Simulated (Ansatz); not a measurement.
# EuS, space group Fm-3m: a scan of the Hubbard U

Program: Ansatz's Python interface.

`plus_u_eus.py`:
```python
'''DFT+U scan for EuS.'''

import warnings

import ansatz as az
import numpy as np
import pandas as pd

KMESH = (8, 8, 8)
XC = 'PBE'
OCCUPATIONS = 'Fermi-Dirac'
SIGMA = 0.1


def count_gap(report):
    # lowest empty less highest filled band, counting bands; zero where they overlap
    return max(report.get('gap_by_band_count_ev') or 0.0, 0.0)


def main() -> None:
    warnings.simplefilter('ignore', az.DeckWarning)

    crystal = (
        az.Lattice.of((0.0, 2.9785, 2.9785), (2.9785, 0.0, 2.9785), (2.9785, 2.9785, 0.0))
        .atom('Eu', (0.0, 0.0, 0.0))
        .atom('S', (0.5, 0.5, 0.5))
        .moments(Eu=4.9)
    )

    calculation = crystal.calculation()
    calculation = calculation.kpoints(*KMESH)
    calculation = calculation.functional(XC)
    calculation = calculation.spin(az.SpinTreatment.COLLINEAR).occupations(OCCUPATIONS, width=SIGMA)
    calculation = calculation.band_table()
    rows = []
    for u in [1.0, 3.0, 5.0, 7.0]:
        r = calculation.hubbard('Eu', 'f', u_eff=u).run(threads=1, pin='off').report
        shell = r['hubbard']['n_scf']
        rows.append((u, count_gap(r), sum(shell) / len(shell), max(abs(m) for m in r['site_moments_mub']), r['n_iterations']))
    print(pd.DataFrame(rows, columns=['U_eff eV', 'gap by band count eV', 'Eu f occupation (projector)', 'largest moment muB', 'iterations']).round(4).to_string(index=False))
    print('eigenvalues of the first occupation matrix at the last U, by spin:')
    for channel in r['hubbard']['n_eig'][0]:
        print('  ', ' '.join(f'{n:.3f}' for n in channel))


if __name__ == '__main__':
    main()
```

```console
$ python plus_u_eus.py
 U_eff eV  gap by band count eV  Eu f occupation (projector)  largest moment muB  iterations
      1.0                0.0000                       6.8828              6.7822          16
      3.0                0.0000                       6.9468              6.8318          28
      5.0                0.4576                       6.9768              6.8571          36
      7.0                0.9002                       6.9875              6.8694          31
eigenvalues of the first occupation matrix at the last U, by spin:
   0.995 0.995 0.995 0.997 0.997 0.997 0.998
   0.000 0.001 0.001 0.001 0.003 0.003 0.003
```

From U = 1 to 7 eV the largest site moment goes from 6.78 to 6.87 μB.

Caveats:
- Open f shells: with a Hubbard U, without spin-orbit coupling; the state reached hangs on the start and needn't be the lowest.
- A gap by band count of zero or less means overlapping bands, a metal.
- Of the deposited cell: the entry's cell lengths or inner coordinates differ somewhat from later room-temperature determinations.
- The starting cell is as deposited in a crystallographic database; the results hold for this polymorph, which needn't be the stable one.
- Levels are Kohn-Sham eigenvalues on this mesh, without spin-orbit coupling.
- Shell occupations and the effect of U depend on the projectors; a run with no .spin step is spin-unpolarised, and each U may end in a state that isn't the lowest.
- The script silences the warnings on its input, which a real study should read.
- Timing: 4.1 min on 1 thread of Arm Neoverse V2, with other jobs on the host, peak memory 0.52 GiB.
